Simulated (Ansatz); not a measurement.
# C: equation of state with PBE

**Measured values to compare with.**

“Equation of state of cubic boron nitride at high pressures and temperatures”, 2007, arxiv:cond-mat/0702656 quotes, for a bulk crystal of C: bulk modulus 444.8 ± 0.8 GPa.

C:

```
CELL_PARAMETERS angstrom
0.00000 1.78337 1.78337
1.78337 0.00000 1.78337
1.78337 1.78337 0.00000
ATOMIC_POSITIONS crystal
C 0.75000 0.75000 0.75000
C 0.50000 0.50000 0.50000
```

This isn't the form of C at room conditions, which is graphite.

```yaml
Program: Ansatz 0.2.0
Task: equation of state
Functional: PBE
Potentials_or_basis: SSSP efficiency PAW
Cutoff: 612 eV
Density_cutoff: 6123 eV
k_mesh: 13 × 13 × 13
Occupations: fermi-dirac, width 0.05 eV
Spin: no spin polarisation
```

The equilibrium volume is 5.70 Å³/atom, the bulk modulus is 434 GPa and the pressure derivative of the bulk modulus is 3.7.

Energy against volume, from the lowest point:
```tsv
volume (Å³/atom)	energy (meV/atom)
5.332	35.83
5.445	16.55
5.558	4.83
5.672	0.00
5.785	1.43
5.899	8.57
6.012	20.90
```

All runs of the series together: 4 s on 2 threads of Intel(R) Xeon(R) CPU @ 2.60GHz (Ice Lake) (shared host).

A measured bulk modulus of C is 444.8 GPa (quoted in “Equation of state of cubic boron nitride at high pressures and temperatures”, 2007, arxiv:cond-mat/0702656); the calculated 434 GPa misses it by -2.5 %. 3 values of this kind are on record (442 to 444.8 GPa); this one was drawn at random among those near their median, those with a stated uncertainty first. The fit is for a static lattice scaled at fixed shape and fixed fractional positions. The cell as given is a measured one (5.67 Å³/atom); PBE puts the equilibrium volume +0.5 % from it, thermal expansion not counted.
